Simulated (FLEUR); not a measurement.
P:

```
P
1.0
     1.64774   -5.46504    0.00000
     1.64774    5.46504    0.00000
     0.00000    0.00000    4.54364
P
4
Direct
  0.90414 0.09586 0.58882
  0.09586 0.90414 0.41118
  0.59586 0.40414 0.08882
  0.40414 0.59586 0.91118
```

Base run:

- Program: FLEUR MaX-R8.1 (patched build s14)
- Functional: LDA
- Potentials or basis: all-electron
- Basis: FLAPW
- Kmax: 4.15 1/bohr
- k mesh: 8 × 8 × 6
- Occupations: fermi-dirac, width 0.05 eV
- Spin: no spin polarisation

Its results: band gap on the k mesh 0.02 eV, direct.

The run is repeated on the same cell with these changes: functional from LDA to revPBE. What comes out?

Band gap on the k mesh 0.15 eV, direct.

Not every run made on this cell is shown here.
